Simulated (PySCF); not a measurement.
**Computed and reference excited states of 1,3-cyclopentadiene (`C1=CCC=C1`)**

Published values to compare with (the computed states carry no symmetry labels, so the two lists aren't matched line by line):

| state | E (eV) | f | kind of transition | source |
| --- | --- | --- | --- | --- |
| 3B2(π→π*) | 3.10 |  | band maximum or as reported | [1] |
| 3B2(π→π*) | 3.25 |  | vertical absorption | [2] |
| 3B2(π→π*) | 3.31 |  | vertical absorption | [3] |
| 3A1(π→π*) | 5.09 |  | vertical absorption | [2] |
| 3A1(π→π*) | 5.11 |  | vertical absorption | [3] |
| 1B2(π→π*) | 5.26 |  | band maximum or as reported | [1] |
| 1B2(π→π*) | 5.54 |  | vertical absorption | [4] |
| 1B2(π→π*) | 5.54 | 0.084 | vertical absorption | [3] |
| 1A2(π→3s) | 5.63 |  | band maximum or as reported | [1] |
| 1A2(π→3s) | 5.68 |  | band maximum or as reported | [1] |
| 3A2(π→3s) | 5.73 |  | vertical absorption | [3] |
| 1B2(π→π*) | 5.73 |  | vertical absorption | [2] |
| 1A2(π→3s) | 5.78 |  | vertical absorption | [4] |
| 1A2(π→3s) | 5.78 |  | vertical absorption | [3] |
| 1B2(π→3p) | 6.31 |  | band maximum or as reported | [1] |
| 1B1(π→3p) | 6.35 |  | band maximum or as reported | [1] |
| 3B1(π→3p) | 6.36 |  | vertical absorption | [3] |
| 1B1(π→3p) | 6.41 |  | vertical absorption | [4] |
| 1B1(π→3p) | 6.41 | 0.037 | vertical absorption | [3] |
| 1A2(π→3p) | 6.45 |  | vertical absorption | [4] |
| 1A1(π→π*) | 6.45 |  | vertical absorption | [4] |
| 1A2(π→3p) | 6.46 |  | vertical absorption | [3] |
| 1B2(π→3p) | 6.56 |  | vertical absorption | [4] |
| 1B2(π→3p) | 6.56 | 0.046 | vertical absorption | [3] |
| 1A1(π→π*) | 6.62 |  | vertical absorption | [2] |
| 1A1(π→π*) | 8.69 |  | vertical absorption | [2] |

[1] measured, gas; Loos, Lipparini, Boggio-Pasqua, Scemama, Jacquemin (2019), arXiv:1912.04173, literature columns
[2] computed, CC3/TZVP, gas; arXiv:2401.06101 (2024), CC3 reference column of Thiel's set
[3] computed, theoretical best estimate (aug-cc-pVTZ, frozen core, CC3 geometry), gas; Veril, Scemama, Caffarel, Lipparini, Boggio-Pasqua, Jacquemin, Loos, WIREs Comput. Mol. Sci. 2021, 11, e1517 (QUESTDB)
[4] computed, theoretical best estimate (aug-cc-pVTZ), revised with CC4, gas; Loos, Lipparini, Matthews, Blondel, Jacquemin, revising reference values with EOM-CC4 (2022), arXiv:2204.11658

Species: 1,3-cyclopentadiene, C5H6.
Numbering: `[CH:1]1=[CH:2][CH2:3][CH:4]=[CH:5]1` (hydrogens: H6 on C1; H7 on C2; H8, H9 on C3; H10 on C4; H11 on C5)

Theory: TDDFT CAM-B3LYP/aug-cc-pVTZ, vertical, gas phase, core orbitals frozen in the response (PySCF). Isolated species at its PBE0-D3(BJ)/def2-TZVP geometry, gas phase.

Computed singlets: 5.16 eV (f 0.084); 5.55 eV (f 0.000); 6.14 eV (f 0.035); 6.20 eV (f 0.000); 6.32 eV (f 0.047); 6.73 eV (f 0.000); 6.78 eV (f 0.000); 6.92 eV (f 0.001); 7.01 eV (f 0.000); 7.47 eV (f 0.008). Computed triplets (Tamm–Dancoff): 3.16, 5.02, 5.52, 6.12 eV.

How does the lowest computed singlet compare with the best estimate listed for the lowest singlet (vertical absorption)?

5.16 eV against 5.54 eV for 1B2(π→π*) [4]: a difference of -0.38 eV. Geometry and basis of the two calculations needn't be the same.

How does the lowest computed triplet compare with the best estimate listed for the lowest triplet (vertical absorption)?

3.16 eV against 3.31 eV for 3B2(π→π*) [3]: a difference of -0.15 eV. Geometry and basis of the two calculations needn't be the same.

Note on [4]: revises the 2021 QUESTDB value.

A measured band maximum holds vibronic effects and, in solution, solvent shifts, so it needn't equal the vertical energy.
